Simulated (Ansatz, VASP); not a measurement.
Given: the input of a run of Ansatz 0.2.0 on GaAs. 

File input.yaml:

```yaml
crystal:
  lattice:
    - [0.0, 2.82685, 2.82685]
    - [2.82685, 0.0, 2.82685]
    - [2.82685, 2.82685, 0.0]
  atoms:
    - { symbol: As, position: [0.75, 0.75, 0.75] }
    - { symbol: Ga, position: [0.0, 0.0, 0.0] }
kpoints:
  mp_grid: { grid: [8, 8, 8] }
scf:
  occupations: { method: fermi_dirac, width: 0.05 }
hamiltonian:
  xc: pbe
  pseudopotentials: { kind: all_electron, lapw: { basis_error: 0.001 } }
output:
  forces: true
  stress: true
relax:
  f_tol: 0.01
  max_steps: 60
  cell: {}
```

Potentials or basis: all-electron LAPW, scalar-relativistic.

The run is started by

```sh
$ ansatz run input.yaml --threads 1 --pin off --max-ram 3072MiB --backend cpu --events-out ev --progress --plain --runs-dir out
```

Set up the same calculation for VASP 6.6.1. Potentials or basis there: PBE PAW files As, Ga_d, 600 eV.

As run (cutoffs and basis follow the program's own potentials, and thresholds, step limits or extra output files can differ):

Contents of INCAR:

```
ALGO     = Normal         # electronic algorithm
EDIFF    = 1E-7           # SCF threshold, eV
EDIFFG   = -0.02          # ionic threshold
ENCUT    = 600            # plane-wave cutoff, eV
GGA      = PE             # functional
IBRION   = 2              # ionic algorithm
ISIF     = 3              # what is computed and relaxed
ISMEAR   = -1             # smearing method
LASPH    = True           # aspherical terms in the spheres
LCHARG   = False          # write CHGCAR
LREAL    = False          # projectors in reciprocal space
LWAVE    = False          # write WAVECAR
NELM     = 100            # most SCF steps
NSW      = 60             # ionic steps
PREC     = Accurate       # precision mode
SIGMA    = 0.05           # smearing width, eV
```

The input KPOINTS:

```
k-points
0
Gamma
  8 8 8
```

File POSCAR:

```
GaAs
1.0
    0.0000000000      2.8268500000      2.8268500000
    2.8268500000      0.0000000000      2.8268500000
    2.8268500000      2.8268500000      0.0000000000
As Ga
1 1
Direct
    0.7500000000      0.7500000000      0.7500000000
    0.0000000000      0.0000000000      0.0000000000
```

Potentials or basis: VASP PAW PBE potentials, release 64 (As, Ga_d).

Launch:

```sh
$ cat potpaw_PBE.64/As/POTCAR potpaw_PBE.64/Ga_d/POTCAR > POTCAR
$ mpirun -np 1 vasp_std > vasp.out
```

Both were run:

|  | Ansatz | VASP |
| --- | --- | --- |
| Relaxed volume | 23.71 Å³/atom | 23.77 Å³/atom |
| Relaxed cell | a = 4.063 Å, b = 4.063 Å, c = 4.063 Å, α = 60.00°, β = 60.00°, γ = 60.00° | a = 4.066 Å, b = 4.066 Å, c = 4.066 Å, α = 60.00°, β = 60.00°, γ = 60.00° |
| Space group after relaxing | F-43m (No. 216) | F-43m (No. 216) |
| Pressure after relaxing | 0.0 GPa | 0.0 GPa |

Where Ansatz's input types no cutoff or centring, it takes its own default and a Γ-centred mesh.

Pressure is positive in compression.
